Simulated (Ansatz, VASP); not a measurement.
# One calculation of F, two programs

INCAR

```
SYSTEM = F
PREC     = Accurate       ! precision mode
ENCUT    = 520            ! plane-wave cutoff, eV
EDIFF    = 1E-6           ! SCF threshold, eV
ISMEAR   = -1             ! smearing method
SIGMA    = 0.05           ! smearing width, eV
LREAL    = .FALSE.        ! projectors in reciprocal space
LASPH    = .TRUE.         ! aspherical terms in the spheres
NELM     = 60             ! most SCF steps
ALGO     = Normal         ! electronic algorithm
ISIF     = 2              ! what is computed and relaxed
LWAVE    = .FALSE.        ! write WAVECAR
LCHARG   = .FALSE.        ! write CHGCAR
GGA      = PE             ! functional
NBANDS   = 22             ! bands
```

Contents of KPOINTS:

```
Automatic mesh
0
G
  10 10 4
  0 0 0
```

POSCAR

```
F
1.0
    2.5391653813     -1.5733958729      0.0000000000
    2.5391653813      1.5733958729      0.0000000000
   -0.5583379359      0.0000000000      6.5534276392
F
4
Direct
    0.9153359700      0.5958328800      0.0979555000
    0.4041671200      0.0846640300      0.4020445000
    0.0846640300      0.4041671200      0.9020445000
    0.5958328800      0.9153359700      0.5979555000
```

File input.yaml:

```yaml
crystal:
  lattice:
    - [2.5391653813, -1.5733958729, 0.0]
    - [2.5391653813, 1.5733958729, 0.0]
    - [-0.5583379359, 0.0, 6.5534276392]
  atoms:
    - { symbol: F, position: [0.91533597, 0.59583288, 0.0979555] }
    - { symbol: F, position: [0.40416712, 0.08466403, 0.4020445] }
    - { symbol: F, position: [0.08466403, 0.40416712, 0.9020445] }
    - { symbol: F, position: [0.59583288, 0.91533597, 0.5979555] }
hamiltonian:
  xc: pbe
  pseudopotentials: { kind: paw }
kpoints:
  mp_grid: { grid: [10, 10, 4] }
scf:
  occupations: { method: fermi_dirac, width: 0.05 }
output:
  forces: true
  stress: true
  eigenvalues: true
```

Alike in both runs: task single point; functional PBE; k mesh 10 × 10 × 4; occupations fermi-dirac, width 0.05 eV; no spin polarisation.

|  | VASP | Ansatz |
| --- | --- | --- |
| version | VASP 6.6.1 | Ansatz 0.2.0 |
| potentials or method | VASP PAW PBE potentials, release 64 (F) | Ansatz PAW |
| plane-wave cutoff (eV) | 520 | 420 |
| valence electrons in the cell | 28 | 28 |

VASP gave:

- gap on the k mesh at the Fermi level (eV): 2.77
- least direct gap on the mesh (eV): 2.77
- pressure (GPa): 4.7
- largest component of the traceless stress (GPa): 3.65
- rms of the force components (eV/Å): 0.503

**Question.** Estimate Ansatz's values.

**Answer.** gap on the k mesh at the Fermi level (eV): 2.84; least direct gap on the mesh (eV): 2.84; pressure (GPa): 4.2; largest component of the traceless stress (GPa): 1.93; rms of the force components (eV/Å): 0.273.

Atom by atom the forces differ by 0.231 eV/Å (rms over components).

Caveats: the pressure holds a Pulay correction of +1.1 GPa for the finite cutoff (Ansatz). A k mesh can miss the band edges. As with any semilocal functional, this PBE gap is likely too small.
